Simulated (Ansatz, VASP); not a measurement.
# Two plane-wave programs on Fe

```
Fe
1.0
     0.00000    2.14351    4.56915
     1.28289    0.00000    4.56915
     1.28289    2.14351    0.00000
Fe
2
Direct
  0.13208 0.13208 0.86792
  0.86792 0.86792 0.13208
```

Alike in both runs: functional r2SCAN; k mesh 8 × 8 × 8; occupations gaussian, width 0.1 eV; collinear spin.

Ansatz relaxed the structure, and its values are those at the end. VASP's run is a single point on that final structure, the one shown.

```csv
,VASP,Ansatz
version,VASP 6.6.1,Ansatz 0.2.0
potentials or method,"VASP PAW PBE potentials, release 64 (Fe)","scalar-relativistic, plane waves, PAW"
plane-wave cutoff (eV),520,500
valence electrons in the cell,16,32
```

VASP gave:

```
gap on the k mesh at the Fermi level (eV)                     : none
pressure (GPa)                                                : -0.5
rms of the force components (eV/Å)                            : 0.009
net moment per atom (μB)                                      : 2.79
size of the moment on the site where the two differ most (μB) : 2.83
```

Task: What did Ansatz give for the same quantities?

Result: gap on the k mesh at the Fermi level (eV): none; pressure (GPa): -0.2; rms of the force components (eV/Å): 0.007; net moment per atom (μB): 2.79; size of the moment on the site where the two differ most (μB): 2.88.

Site moments also hang on the region over which each program counts them. A gap of «none» marks a metal or a gap that the smearing closes. The two sets of potentials don't hold the same shells in valence.

Caveats: the k mesh is coarse (spacing up to 0.37 Å⁻¹), so the values aren't converged; the PAW data sets were made with another functional, which shifts forces and pressure a little (VASP).
